**Question**

I have the energy levels of ZnO at six points of the k mesh and want those at (1/4, 1/4, 1/2). At the neighbouring point (1/2, 0, 1/2), the four highest filled levels nearly coincide. Can I assume the same here, or do the other points let me work out something better?

Kohn-Sham levels of ZnO (space group P6_3mc, 4 atoms per cell), computed with ABINIT 10.8.3 using PBEsol and JTH PAW PBE v2.0 datasets, without spin polarisation or spin-orbit coupling. The k mesh is 4×4×2, the plane-wave cutoff 625.9 eV and the Fermi-Dirac smearing 0.05 eV. Levels are numbered outward from the gap, with energies relative to the valence top.

| point a (reciprocal cell vector) | point b (reciprocal cell vector) | point c (reciprocal cell vector) | level under 4 (eV) | level under 3 (eV) | level under 2 (eV) | level under 1 (eV) | level over 1 (eV) | level over 2 (eV) |
| --- | --- | --- | --- | --- | --- | --- | --- | --- |
| 0.0000 | 0.0000 | 0.0000 | -0.820 | -0.074 | 0.000 | 0.000 | 0.673 | 5.086 |
| 0.5000 | 0.0000 | 0.0000 | -2.859 | -2.307 | -1.303 | -0.836 | 5.669 | 6.699 |
| 0.2500 | 0.2500 | 0.0000 | -2.876 | -2.713 | -1.312 | -1.248 | 5.776 | 7.541 |
| 0.0000 | 0.0000 | 0.5000 | -0.405 | -0.405 | -0.405 | -0.405 | 3.361 | 3.361 |
| 0.2500 | 0.0000 | 0.5000 | -1.321 | -1.321 | -0.946 | -0.946 | 4.674 | 4.674 |
| 0.5000 | 0.0000 | 0.5000 | -1.525 | -1.525 | -1.369 | -1.369 | 5.568 | 5.568 |
| 0.2500 | 0.2500 | 0.5000 | ? | ? | ? | ? | ? | ? |

**Answer**

Energies are counted from the valence top, at (0, 0, 0). Start with two sizes: over your six points the lowest empty level (level over 1) moves by about 5 eV, the highest filled one (level under 1) by only about 1.4 eV. The filled levels come mainly from O 2p orbitals, three per atom, pointing in different directions. At each k point the highest filled level belongs to whichever combination of them lies highest there, so it falls less than the level of one fixed orbital can. The lowest empty level has mainly s character and no such choice of direction. These orbital characters are standard for ZnO; your table holds energies only.

**What symmetry fixes**

Where point c is 1/2, the levels come in equal pairs. The crystal has two identical layers per cell, related by a half turn and a shift of half a cell. Doing this twice moves a wave by one full cell, which at c = 1/2 reverses its sign. Together with time reversal, this forces every level to have a partner. It has nothing to do with spin, and it must hold at your new point too.

**Counting hops between oxygen atoms**

The oxygen atoms form a nearly close-packed lattice: each has six neighbours in its layer and three in each adjacent layer. Let a p electron hop only where two orbitals point at each other. Each hop is weighted by how well the orbitals line up with the bond and by the phase of the wave. The sum is a pure number x, and the energy should follow E = c₀ + c₁x. High x means antibonding, hence high energy.

At the zone centre Γ (0, 0, 0), an in-plane p orbital collects 3 from its own layer and +1 or −1 from the adjacent layers, so x is 4 or 2. At A (0, 0, 1/2), the hops up and down cancel and x = 3. The level there should lie midway between the first and fourth filled levels at Γ, which is at −0.41 eV. The table has −0.405 eV, so the picture passes a test that needs no fit. The test is a narrow one: any coupling that reaches only from one layer to the next would give the same midpoint.

**The new point, worked through**

Going to in-plane neighbours along the three bond directions turns the phase by a quarter, a quarter and a half turn. The cosines are 0, 0 and −1. The p orbital along the third direction therefore starts at x = −2, while the other in-plane orbital and p_z (the one along the c axis) both start at 0.

Hops to the adjacent layers cancel unless they turn an in-plane orbital into p_z; those add up. With the hop strength as the unit, the squared coupling to p_z is 8/3 for the orbital along the third direction and 8/9 for the other in-plane one. The allowed values then obey

(x + 2)(x² − 8/9) = (8/3)x,

with upper solutions x = 1.41 and −0.42. Two orbitals that start level are driven apart by their coupling. At L (1/2, 0, 1/2), one in-plane orbital stays uncoupled at x = 1, and a mixed state happens to land at 0.91. In this picture, the near-coincidence there is an accident of the numbers.

To turn x into energies, I fitted one straight line by least squares to each level over your six known points. In table order, x is 4, 2, 1.33, 3, 2, 1 for the highest filled level and 4, 0, −0.45, 3, 1.33, 0.91 for the third (level under 3). The new point gives:

- upper pair: −1.836 + 0.466 × 1.41 = −1.18 eV
- lower pair: −2.254 + 0.589 × (−0.42) = −2.50 eV

A single hop strength would give both lines the same slope and the same constant. The fitted ones differ, so they are only effective values.

For the empty band, take s orbitals on the same kind of lattice. They have no direction, so x is the sum of the phase cosines over all twelve neighbours, with the phase between the two layers set to give the lowest level: 12, 0, 0, 6, 2, −2 in table order, and −2 at the new point. The fitted line, E = 5.42 − 0.378x, gives 6.18 eV. It gives L the same energy, about 0.6 eV above the computed level there, so this forecast needs a wide range.

**Forecast for (1/4, 1/4, 1/2)**

- three exact pairs, two filled and one empty
- upper filled pair at −1.18 ± 0.20 eV
- lower filled pair at −2.50 ± 0.40 eV, well apart from the upper one
- empty pair at 6.18 ± 0.60 eV

The ranges are my judgement, set wider than the typical scatter of each fit. A simpler recipe starts from L and adds the change between (1/2, 0, 0) and (1/4, 1/4, 0), averaged over the upper two and the lower two filled levels. It puts the filled pairs at −1.58 and −1.74 eV, still close together. The distance between the pairs therefore decides between the two approaches.

The withheld rows as computed:

| point a (reciprocal cell vector) | point b (reciprocal cell vector) | point c (reciprocal cell vector) | level under 4 (eV) | level under 3 (eV) | level under 2 (eV) | level under 1 (eV) | level over 1 (eV) | level over 2 (eV) |
| --- | --- | --- | --- | --- | --- | --- | --- | --- |
| 0.2500 | 0.2500 | 0.5000 | -2.228 | -2.228 | -1.274 | -1.274 | 6.347 | 6.347 |

**How it came out**

The pairs are exact to the printed digits, and all three energies fall inside their ranges. The filled pairs lie 0.95 eV apart, against 0.16 eV at L. The simpler recipe fails here: its upper pair is 0.31 eV too low and its lower pair 0.49 eV too high. It carries over the near-coincidence at L, which in the hop picture comes from a mixture of orbitals that the new point does not share.

The hop count does exaggerate the separation, at 1.32 eV. Its upper pair is 0.10 eV too high and its lower pair 0.27 eV too low. The second miss has a pattern: the line for the third filled level runs too low at every point with c = 1/2 and too high at every point with c = 0. This suggests that the count misses part of the coupling between layers. But the mixture of orbitals in this level also changes with c, so the neglected sideways overlap of p orbitals could play a part, as could hops through the zinc atoms. These data do not separate the causes.

The empty pair is the weaker success. The forecast is only 0.17 eV too low, but its range was generous, and the model missed that this level lies 0.78 eV above the one at L. Counting nearest neighbours makes the two points equivalent for an s band, so the difference must come from longer hops or from mixing with other bands.

Don't read the empty energies as measured ones. The calculated gap is 0.67 eV, while experiment gives roughly 3.4 eV, a well-known failure of functionals of this kind. The k mesh is also coarse, and the PAW datasets were made for PBE, not PBEsol; neither effect was tested here. The hop count describes roughly how levels move from point to point, not how far the empty bands lie above the filled ones.
